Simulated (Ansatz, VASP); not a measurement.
Two plane-wave programs on HfN

The input INCAR:

```
ALGO = Normal
EDIFF = 1E-7
ENCUT = 520
GGA = PS
ISIF = 2
ISMEAR = -1
LASPH = T
LCHARG = F
LREAL = F
LWAVE = F
NBANDS = 14
NELM = 80
PREC = Accurate
SIGMA = 0.05
```

KPOINTS

```
k-points
0
Gamma
  10 10 10
```

File POSCAR:

```
HfN
1.0
    0.0000000000      2.2560000000      2.2560000000
    2.2560000000      0.0000000000      2.2560000000
    2.2560000000      2.2560000000      0.0000000000
Hf N
1 1
Direct
    0.0000000000      0.0000000000      0.0000000000
    0.5000000000      0.5000000000      0.5000000000
```

The input input.yaml:

```yaml
crystal:
  lattice:
    - [0.0, 2.256, 2.256]
    - [2.256, 0.0, 2.256]
    - [2.256, 2.256, 0.0]
  atoms:
    - { symbol: Hf, position: [0.0, 0.0, 0.0] }
    - { symbol: "N", position: [0.5, 0.5, 0.5] }
hamiltonian:
  xc: pbesol
  pseudopotentials: { kind: paw }
kpoints:
  mp_grid: { grid: [10, 10, 10] }
scf:
  occupations: { method: fermi_dirac, width: 0.05 }
output:
  forces: true
  stress: true
  eigenvalues: true
```

Alike in both runs: task single point; functional PBEsol; k mesh 10 × 10 × 10; occupations fermi-dirac, width 0.05 eV; no spin polarisation.

|  | VASP | Ansatz |
| --- | --- | --- |
| version | VASP 6.6.1 | Ansatz 0.2.0 |
| potentials or method | VASP PAW PBE potentials, release 64 (Hf_pv, N) | Ansatz PAW |
| plane-wave cutoff (eV) | 520 | 420 |
| valence electrons in the cell | 15 | 31 |

|  | VASP | Ansatz | Ansatz less VASP |
| --- | --- | --- | --- |
| gap on the k mesh at the Fermi level (eV) | none | none | - |
| pressure (GPa) | -4.1 | -1.9 | +2.14 |

A gap of «none» marks a metal or a gap that the smearing closes. With one functional, cell and mesh, what is left measures potentials, basis and numerics. The two sets of potentials don't hold the same shells in valence.

Caveats: the PAW data sets were made with another functional, which shifts forces and pressure a little (VASP); the pressure holds a Pulay correction of +0.5 GPa for the finite cutoff (Ansatz); the PAW data sets come from PBE, with cores solved anew for the run's functional, which leaves a small shift of forces and pressure (Ansatz). The runs have no spin-orbit coupling, so splittings on Hf are missing.
